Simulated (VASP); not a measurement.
The system is SrTe.

```xyz
2
Lattice="0.0000 3.3076 3.3076 3.3076 0.0000 3.3076 3.3076 3.3076 0.0000" Properties=species:S:1:pos:R:3 pbc="T T T"
Te    3.3076    3.3076    3.3076
Sr    0.0000    0.0000    0.0000
```

The cell was built by a generator and needn't be a form met in nature.

Base run:

- Program: VASP 6.6.1
- Functional: PBEsol
- Potentials or basis: VASP PAW PBE potentials, release 64 (Te, Sr_sv)
- Cutoff: 520 eV
- k mesh: 6 × 6 × 6
- Occupations: gaussian, width 0.03 eV
- Spin: spin-orbit coupling, no magnetisation

Its results: pressure 0.0 GPa.

Q: The run is repeated on the same cell with these changes: functional from PBEsol to HSE06; k mesh from 6 × 6 × 6 to 4 × 4 × 4. What comes out?

A: Pressure 1.4 GPa.

Several settings changed at once, so the effect can't be laid on one alone.

Caveats: some runs use coarse meshes; the PAW data sets were made with another functional, which shifts forces and pressure a little.
